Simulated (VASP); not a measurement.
# Ga (Cmce) in VASP: notebook

The runs below take Ga through relaxation of cell and atoms, with PBE.

Program: VASP 6.6.1. These are calculated values, not measurements. Logs are shortened: lines on timing, memory, paths and dates and some standing lists are left out, and cuts for length are marked.

### Step 1. The crystal as given

The structure is orthorhombic, space group Cmce (No. 64). The conventional cell has a = 4.523 Å, b = 7.661 Å, c = 4.524 Å, α = 90.00°, β = 90.00°, γ = 90.00°. Ga (site symmetry m) is surrounded by 7 Ga at 2.48 to 2.79 Å.

### Step 2. Relaxation of cell and atoms, PBE

File INCAR:

```
PREC = Accurate
ENCUT = 520
EDIFF = 1E-6
ISMEAR = 0
SIGMA = 0.1
LREAL = F
LASPH = T
NELM = 120
ALGO = Normal
ISIF = 3
LWAVE = F
LCHARG = F
GGA = PE
IBRION = 2
NSW = 90
EDIFFG = -0.01
```

File KPOINTS:

```
Automatic mesh
0
Gamma
  9 9 8
```

File POSCAR:

```
Ga
1.0
    2.2615000000     -3.8305000000      0.0000000000
    2.2615000000      3.8305000000      0.0000000000
    0.0000000000      0.0000000000      4.5240000000
Ga
4
Direct
    0.8451000000      0.1549000000      0.0810000000
    0.6549000000      0.3451000000      0.5810000000
    0.1549000000      0.8451000000      0.9190000000
    0.3451000000      0.6549000000      0.4190000000
```

Potentials or basis: VASP PAW PBE potentials, release 64 (Ga_d).

Command:

```console
cat potpaw_PBE.64/Ga_d/POTCAR > POTCAR
mpirun -np 1 vasp_std > vasp.out
```

OUTCAR:

```text
PREC = Accurate
   ENCUT = 520
   EDIFF = 1E-6
   ISMEAR = 0
   LREAL = F
   LASPH = T
   NELM = 120
   ISIF = 3
   GGA = PE
   IBRION = 2
   NSW = 90
   EDIFFG = -0.01

 ion  position               nearest neighbor table
   1  0.845  0.155  0.081-   3 2.48   2 2.69   2 2.69   4 2.73   4 2.73   3 2.79   3 2.79
   2  0.655  0.345  0.581-   4 2.48   1 2.69   1 2.69   3 2.73   3 2.73   4 2.79   4 2.79
   3  0.155  0.845  0.919-   1 2.48   4 2.69   4 2.69   2 2.73   2 2.73   1 2.79   1 2.79
   4  0.345  0.655  0.419-   2 2.48   3 2.69   3 2.69   1 2.73   1 2.73   2 2.79   2 2.79

  LATTYP: Found a base centered orthorhombic cell.
 ALAT       =     4.5230000000
 B/A-ratio  =     1.6937873093
 C/A-ratio  =     1.0002210922

  Lattice vectors:

 A1 = (   2.2615000000,  -3.8305000000,   0.0000000000)
 A2 = (   2.2615000000,   3.8305000000,   0.0000000000)
 A3 = (   0.0000000000,   0.0000000000,   4.5240000000)

Analysis of symmetry for initial positions (statically):
=====================================================================
 Subroutine PRICEL returns:
 Original cell was already a primitive cell.

 Routine SETGRP: Setting up the symmetry group for a
 base centered orthorhombic supercell.

 Subroutine GETGRP returns: Found  8 space group operations
 (whereof  4 operations were pure point group operations)
 out of a pool of  8 trial point group operations.

The static configuration has the point symmetry C_2h.
 The point group associated with its full space group is D_2h.

Analysis of symmetry for dynamics (positions and initial velocities):
=====================================================================
 Subroutine PRICEL returns:
 Original cell was already a primitive cell.

 Routine SETGRP: Setting up the symmetry group for a
 base centered orthorhombic supercell.

 Subroutine GETGRP returns: Found  8 space group operations
 (whereof  4 operations were pure point group operations)
 out of a pool of  8 trial point group operations.

The dynamic configuration has the point symmetry C_2h.
 The point group associated with its full space group is D_2h.

 Subroutine INISYM returns: Found  8 space group operations
 (whereof  4 operations are pure point group operations),
 and found     1 'primitive' translations

----------------------------------------------------------------------------------------

                                     Primitive cell

  volume of cell :      78.3799

  direct lattice vectors                    reciprocal lattice vectors
     2.261500000 -3.830500000  0.000000000     0.221092195 -0.130531262  0.000000000
     2.261500000  3.830500000  0.000000000     0.221092195  0.130531262  0.000000000
     0.000000000  0.000000000  4.524000000     0.000000000  0.000000000  0.221043324

  length of vectors
     4.448270731  4.448270731  4.524000000     0.256749234  0.256749234  0.221043324

  position of ions in fractional coordinates (direct lattice)
     0.845100000  0.154900000  0.081000000
     0.654900000  0.345100000  0.581000000
     0.154900000  0.845100000  0.919000000
     0.345100000  0.654900000  0.419000000

  ion indices of the primitive-cell ions
   primitive index   ion index
                 1           1
                 2           2
                 3           3
                 4           4

----------------------------------------------------------------------------------------

 KPOINTS: Automatic mesh

Automatic generation of k-mesh.
 Grid dimensions read from file:
 generate k-points for:    9    9    8

 Generating k-lattice:

  Cartesian coordinates                     Fractional coordinates (reciprocal lattice)
     0.024565799 -0.014503474  0.000000000     0.111111111 -0.000000000  0.000000000
     0.024565799  0.014503474  0.000000000    -0.000000000  0.111111111  0.000000000
     0.000000000  0.000000000  0.027630416     0.000000000  0.000000000  0.125000000

  Length of vectors
     0.028527693  0.028527693  0.027630416

  Shift w.r.t. Gamma in fractional coordinates (k-lattice)
     0.000000000  0.000000000  0.000000000

 Subroutine IBZKPT returns following result:
 ===========================================

 Found    125 irreducible k-points:

 Following reciprocal coordinates:
            Coordinates               Weight
  0.000000  0.000000  0.000000      1.000000
  0.111111  0.000000  0.000000      4.000000
  0.222222  0.000000  0.000000      4.000000
  0.333333  0.000000  0.000000      4.000000
  0.444444  0.000000  0.000000      4.000000
  0.111111  0.111111  0.000000      2.000000
[... 16 lines left out ...]
 -0.333333  0.333333  0.000000      2.000000
  0.444444  0.444444  0.000000      2.000000
 [... further k-points ...]
   k-points           NKPTS =    125   k-points in BZ     NKDIM =    125   number of bands    NBANDS=     31
   number of dos      NEDOS =    301   number of ions     NIONS =      4
   total plane-waves  NPLWV =  46656
   dimension x,y,z NGX =    36 NGY =   36 NGZ =   36
   dimension x,y,z NGXF=    72 NGYF=   72 NGZF=   72
   ions per type =               4
   NGX,Y,Z   is equivalent  to a cutoff of  13.45, 13.45, 13.23 a.u.
   NGXF,Y,Z  is equivalent  to a cutoff of  26.91, 26.91, 26.46 a.u.
 SYSTEM =  unknown system
   PREC   = accura    normal or accurate (medium, high low for compatibility)
   ISTART =      0    job   : 0-new  1-cont  2-samecut
   ICHARG =      2    charge: 1-file 2-atom 10-const
   ISPIN  =      1    spin polarized calculation?
   LNONCOLLINEAR =      F non collinear calculations
   LSORBIT =      F    spin-orbit coupling
   LASPH  =      T    aspherical Exc in radial PAW
   ENCUT  =  520.0 eV  38.22 Ry    6.18 a.u.   8.27  8.27  8.41*2*pi/ulx,y,z
   NELM   =    120;   NELMIN=  2; NELMDL= -5     # of ELM steps
   EDIFF  = 0.1E-05   stopping-criterion for ELM
   LREAL  =      F    real-space projection
   EDIFFG = -.1E-01   stopping-criterion for IOM
   NSW    =     90    number of steps for IOM
   IBRION =      2    ionic relax: 0-MD 1-quasi-New 2-CG
   NFREE  =      1    steps in history (QN), initial steepest desc. (CG)
   ISIF   =      3    stress and relaxation
   ISYM   =      2    0-nonsym 1-usesym 2-fastsym
   POTIM  = 0.5000    time-step for ionic-motion
   TEBEG  =    0.0;   TEEND  =   0.0 temperature during run
   PSTRESS=    0.0 pullay stress
   NELECT =      52.0000    total number of electrons
   NUPDOWN=      -1.0000    fix difference up-down
   EMIN   =  10.00;   EMAX   =-10.00  energy-range for DOS
   EFERMI =   0.00;   METHOD = LEGACY
   ISMEAR =     0;   SIGMA  =   0.10  broadening in eV -4-tet -1-fermi 0-gaus
   EFERMI_NEDOS =   21; number of points for ismear=-14 and -15
   IALGO  =     38    algorithm
   IMIX   =      4    mixing-type and parameters
     AMIX     =   0.40;   BMIX     =  1.00
     AMIX_MAG =   1.60;   BMIX_MAG =  1.00
  volume/ion in A,a.u.               =      19.59       132.23
  Fermi-wavevector in a.u.,A,eV,Ry     =   1.427823  2.698194 27.737908  2.038679
  Thomas-Fermi vector in A             =   2.547951
   LORBIT       =      0    0 simple, 1 ext, 2 COOP (PROOUT), +10 PAW based schemes
   GGA     = PE    functional components
   LHFCALC =     F    Hartree Fock is set to
   AEXX    =    0.0000 exact exchange contribution
   IVDW    =     0    specifies the selected vdW correction
   LEPSILON=     F    determine dielectric tensor
   LRPA    =     F    only Hartree local field effects (RPA)
 conjugate gradient relaxation of ions
 non-spin polarized calculation
 Gauss-broadening in eV      SIGMA  =   0.10
  energy-cutoff  :      520.00
  volume of cell :       78.38
 maximum number of plane-waves:      2135
 NGX is ok and might be reduce to    36
   NGX = 17   NGY = 17   NGZ = 17

--------------------------------------- Ionic step        1  -------------------------------------------

 number of electron      52.0000010 magnetization

 Free energy of the ion-electron system (eV)
  ---------------------------------------------------
  ext. energy  EPLUGINS =         0.00000000
  ---------------------------------------------------
  free energy    TOTEN  =       -11.60122142 eV

  energy without entropy =      -11.59561093  energy(sigma->0) =      -11.59841617

------------------------ aborting loop because EDIFF is reached ----------------------------------------

  FORCE on cell =-STRESS in cart. coord.  units (eV):
  Direction    XX          YY          ZZ          XY          YZ          ZX
  --------------------------------------------------------------------------------------
  -------------------------------------------------------------------------------------
  Total        0.9690810      1.1541458      0.8315012      0.0000000      0.0000000      0.0000000
  in kB       19.8091570     23.5921007     16.9968638      0.0000000      0.0000000      0.0000000
  external PRESSURE =      20.1327072 kB  Pullay stress =       0.0000000 kB
[... 95 lines left out ...]
  FREE ENERGIE OF THE ION-ELECTRON SYSTEM (eV)
  ---------------------------------------------------
  free  energy   TOTEN  =       -11.6208253620 eV

  energy  without entropy=      -11.6147063327  energy(sigma->0) =      -11.61776585

[... ionic steps 4 to 24 ...]

--------------------------------------- Ionic step       25  -------------------------------------------

 number of electron      52.0000005 magnetization

------------------------ aborting loop because EDIFF is reached ----------------------------------------
[... 71 lines left out ...]
--------------------------------------- Ionic step       27  -------------------------------------------

 number of electron      52.0000005 magnetization

 Free energy of the ion-electron system (eV)
  ---------------------------------------------------
  ext. energy  EPLUGINS =         0.00000000
  ---------------------------------------------------
  free energy    TOTEN  =       -11.62458061 eV

  energy without entropy =      -11.61946608  energy(sigma->0) =      -11.62202335

 E-fermi :   4.5773     XC(G=0): -10.4527

 val. band max:        4.5600141447   @ k =  -0.3333   0.3333   0.3750
 cond. band min:       4.5848330711   @ k =  -0.4444   0.2222   0.0000
 fundamental gap:      0.0248189263
 Fermi energy:         4.5772539520

 k-point     1 :       0.0000    0.0000    0.0000
  band No.  band energies     occupation
      1     -10.4036      2.00000
      2     -10.4023      2.00000
      3     -10.3822      2.00000
      4     -10.3626      2.00000
      5     -10.3284      2.00000
      6     -10.3161      2.00000
[... 805 lines left out ...]
     30       7.5528      0.00000
     31       9.6623      0.00000

 [... further k-points ...]

------------------------ aborting loop because EDIFF is reached ----------------------------------------

  FORCE on cell =-STRESS in cart. coord.  units (eV):
  Direction    XX          YY          ZZ          XY          YZ          ZX
  --------------------------------------------------------------------------------------
  -------------------------------------------------------------------------------------
  Total        0.0015356     -0.0215089     -0.0028960      0.0000000      0.0000000      0.0000000
  in kB        0.0301652     -0.4225173     -0.0568896      0.0000000      0.0000000      0.0000000
  external PRESSURE =      -0.1497472 kB  Pullay stress =       0.0000000 kB
[... 19 lines left out ...]
  FREE ENERGIE OF THE ION-ELECTRON SYSTEM (eV)
  ---------------------------------------------------
  free  energy   TOTEN  =       -11.6245806054 eV

  energy  without entropy=      -11.6194660849  energy(sigma->0) =      -11.62202335

 reached required accuracy - stopping structural energy minimisation
```

Wall time 40 min (1 thread of Intel Xeon Platinum 8259CL at 2.50GHz (Skylake/Cascade Lake), shared host); peak memory 0.37 GiB.

What came out:

```
Free energy                            : -11.6246 eV
Relaxed volume                         : 20.39 Å³/atom
Relaxed cell                           : a = 4.511 Å, b = 4.511 Å, c = 4.541 Å, α = 90.00°, β = 90.00°, γ = 118.02°
Space group after relaxing (to 0.05 Å) : Cmce (No. 64)
Energy gained by relaxing              : 5.8 meV/atom
Ionic steps                            : 27
Pressure after relaxing                : 0.0 GPa
Largest force after relaxing           : 0.004 eV/Å
Band gap on the k mesh                 : none (metal or under the smearing width)
```

Forces on the atoms (eV/Å):
```
Ga   0.000 -0.002  0.004
Ga   0.000  0.002  0.004
Ga   0.000  0.002 -0.004
Ga   0.000 -0.002 -0.004
```

The path:
| step | energy change (eV) | largest force (eV/Å) | pressure (GPa) | volume (Å³) |
| --- | --- | --- | --- | --- |
| 1 | 0.0000 | 0.1074 | 2.01 | 78.38 |
| 2 | -0.0198 | 0.0353 | 0.23 | 81.21 |
| 3 | -0.0196 | 0.0228 | -0.22 | 81.82 |
| 4 | -0.0199 | 0.0287 | -0.09 | 81.54 |
| 5 | -0.0199 | 0.0327 | 0.01 | 81.44 |
| 6 | -0.0209 | 0.0260 | -0.17 | 81.49 |
| 7 | -0.0221 | 0.0215 | -0.22 | 81.57 |
| 8 | -0.0225 | 0.0220 | -0.06 | 81.72 |
| 9 | -0.0227 | 0.0211 | 0.05 | 81.66 |
| 10 | -0.0227 | 0.0208 | 0.02 | 81.68 |
| 11 | -0.0229 | 0.0272 | -0.26 | 81.78 |
| 12 | -0.0230 | 0.0200 | -0.19 | 81.75 |
| 13 | -0.0229 | 0.0347 | 0.16 | 81.35 |
| 14 | -0.0231 | 0.0258 | 0.03 | 81.58 |
| 15 | -0.0231 | 0.0254 | -0.02 | 81.60 |
| 16 | -0.0231 | 0.0248 | 0.00 | 81.59 |
| 17 | -0.0232 | 0.0119 | 0.04 | 81.56 |
| 18 | -0.0232 | 0.0108 | 0.03 | 81.55 |
| 19 | -0.0232 | 0.0172 | 0.05 | 81.52 |
| 20 | -0.0233 | 0.0127 | -0.02 | 81.54 |
| 21 | -0.0233 | 0.0155 | 0.03 | 81.53 |
| 22 | -0.0233 | 0.0121 | 0.05 | 81.56 |
| 23 | -0.0233 | 0.0105 | 0.01 | 81.58 |
| 24 | -0.0233 | 0.0114 | 0.01 | 81.57 |
| 25 | -0.0233 | 0.0049 | -0.05 | 81.59 |
| 26 | -0.0233 | 0.0037 | -0.03 | 81.60 |
| 27 | -0.0234 | 0.0041 | -0.01 | 81.56 |

Final structure:
```yaml
crystal:
  lattice:
    - [2.32262, -3.86679, 0.00000]
    - [2.32262, 3.86679, 0.00000]
    - [0.00000, 0.00000, 4.54071]
  atoms:
    - { symbol: Ga, position: [0.84367, 0.15633, 0.08330] }
    - { symbol: Ga, position: [0.65633, 0.34367, 0.58330] }
    - { symbol: Ga, position: [0.15633, 0.84367, 0.91670] }
    - { symbol: Ga, position: [0.34367, 0.65633, 0.41670] }
```

PBE usually gives volumes a little too large and moduli too small. Zero-point motion and thermal expansion aren't in these numbers.

### Step 3. Relaxation of cell and atoms, PBE

This run uses another cell than the first one, of 20.39 Å³/atom, 1.041 times its volume.

File INCAR:

```
PREC = Accurate
ENCUT = 520
EDIFF = 1E-7
ISMEAR = 0
SIGMA = 0.1
LREAL = F
LASPH = T
NELM = 120
ALGO = Normal
ISIF = 3
LWAVE = F
LCHARG = F
GGA = PE
IBRION = 2
NSW = 60
EDIFFG = -0.005
POTIM = 0.3
```

KPOINTS is that of step 2.

File POSCAR:

```
Ga                                      
1.0
    2.3226243767     -3.8667907743     -0.0000000000
    2.3226243767      3.8667907743      0.0000000000
    0.0000000000      0.0000000000      4.5407109505
  Ga            
     4
Direct
     0.8436676175387939    0.1563323824612057    0.0832979781589892
     0.6563323824612061    0.3436676175387942    0.5832979781589892
     0.1563323824612057    0.8436676175387939    0.9167020218410108
     0.3436676175387942    0.6563323824612061    0.4167020218410109
```

Potentials or basis: VASP PAW PBE potentials, release 64 (Ga_d).

Command:

```console
cat potpaw_PBE.64/Ga_d/POTCAR > POTCAR
mpirun -np 1 vasp_std > vasp.out
```

It took 4.8 min on 1 thread of Intel Xeon Platinum 8259CL at 2.50GHz (Skylake/Cascade Lake), shared host; peak memory 0.36 GiB.

The run converged. Its results:

* Free energy: -11.6247 eV
* Relaxed volume: 20.39 Å³/atom
* Relaxed cell: a = 4.510 Å, b = 4.510 Å, c = 4.541 Å, α = 90.00°, β = 90.00°, γ = 118.01°
* Space group after relaxing (to 0.05 Å): Cmce (No. 64)
* Energy gained by relaxing: 0.0 meV/atom
* Ionic steps: 2
* Pressure after relaxing: 0.0 GPa
* Largest force after relaxing: 0.004 eV/Å
* Band gap on the k mesh: none (metal or under the smearing width)

Forces on the atoms (eV/Å):
```
Ga   0.000  0.000  0.004
Ga   0.000  0.000  0.004
Ga   0.000  0.000 -0.004
Ga   0.000  0.000 -0.004
```

Final structure:
```yaml
crystal:
  lattice:
    - [2.32272, -3.86618, 0.00000]
    - [2.32272, 3.86618, 0.00000]
    - [0.00000, 0.00000, 4.54060]
  atoms:
    - { symbol: Ga, position: [0.84367, 0.15633, 0.08332] }
    - { symbol: Ga, position: [0.65633, 0.34367, 0.58332] }
    - { symbol: Ga, position: [0.15633, 0.84367, 0.91668] }
    - { symbol: Ga, position: [0.34367, 0.65633, 0.41668] }
```

Levels at points of the mesh, in eV from the Fermi level:
```tsv
k point	band 23	band 24	band 25	band 26	band 27	band 28	band 29	band 30
(0.00, 0.00, 0.00)	-3.40	-2.02	-1.62	-0.51	0.94	1.03	1.13	4.87
(0.00, 0.00, 0.50)	-0.44	-0.44	0.08	0.08	0.15	0.15	2.20	2.20
```

### Step 4. Relaxation of cell and atoms, PBE

This run uses another cell than the first one, of 37.42 Å³/atom, 1.909 times its volume.

File INCAR:

```
PREC = Accurate
ENCUT = 520
EDIFF = 1E-6
ISMEAR = 0
SIGMA = 0.1
LREAL = F
LASPH = T
NELM = 120
ALGO = Normal
ISIF = 3
LWAVE = F
LCHARG = F
GGA = PE
IBRION = 2
NSW = 90
EDIFFG = -0.01
```

File KPOINTS:

```
Automatic mesh
0
Gamma
  11 11 3
```

File POSCAR:

```
La
1.0
    3.7700000000      0.0000000000      0.0000000000
   -1.8850000000      3.2649157700      0.0000000000
    0.0000000000      0.0000000000     12.1590000000
La
4
Direct
    0.0000000000      0.0000000000      0.0000000000
    0.0000000000      0.0000000000      0.5000000000
    0.3333333300      0.6666666700      0.7500000000
    0.6666666700      0.3333333300      0.2500000000
```

Potentials or basis: VASP PAW PBE potentials, release 64 (La).

Command:

```console
cat potpaw_PBE.64/La/POTCAR > POTCAR
mpirun -np 1 vasp_std > vasp.out
```

Wall time 7.4 min (1 thread of Intel Xeon Platinum 8259CL at 2.50GHz (Skylake/Cascade Lake), shared host); peak memory 0.32 GiB.

The run converged. Its results:

```yaml
Free_energy: -19.5628 eV
Relaxed_volume: 37.28 Å³/atom
Relaxed_cell: a = 3.773 Å, b = 3.773 Å, c = 12.095 Å, α = 90.00°, β = 90.00°, γ = 120.00°
Space_group_after_relaxing_to_0.05_Å: P6_3/mmc (No. 194)
Energy_gained_by_relaxing: 0.2 meV/atom
Ionic_steps: 6
Pressure_after_relaxing: 0.0 GPa
Band_gap_on_the_k_mesh: none (metal or under the smearing width)
```

Step by step:
```tsv
step	energy change (eV)	largest force (eV/Å)	pressure (GPa)	volume (Å³)
1	0.0000	0.0000	-0.09	149.66
2	-0.0006	0.0000	-0.02	149.22
3	-0.0007	0.0000	0.02	149.00
4	-0.0007	0.0000	0.04	148.93
5	-0.0007	0.0000	0.03	148.95
6	-0.0007	0.0000	0.00	149.10
```

Final structure:
```cif
data_structure
_symmetry_space_group_name_H-M 'P 1'
_symmetry_Int_Tables_number 1
_cell_length_a 3.7728
_cell_length_b 3.7728
_cell_length_c 12.0954
_cell_angle_alpha 90.000
_cell_angle_beta 90.000
_cell_angle_gamma 120.000
_cell_volume 149.10
loop_
_atom_site_label
_atom_site_type_symbol
_atom_site_fract_x
_atom_site_fract_y
_atom_site_fract_z
_atom_site_occupancy
La1 La 0.00000 0.00000 0.00000 1
La2 La 0.00000 0.00000 0.50000 1
La3 La 0.33333 0.66667 0.75000 1
La4 La 0.66667 0.33333 0.25000 1
```

Levels at points of the mesh, in eV from the Fermi level:
```
           k point  band 18  band 19  band 20  band 21  band 22  band 23  band 24  band 25  band 26
(0.00, 0.00, 0.00)    -1.87    -1.86    -1.75     0.50     0.63     1.24     1.24     1.28     1.30
```

The run has no spin-orbit coupling, so splittings on La are missing.
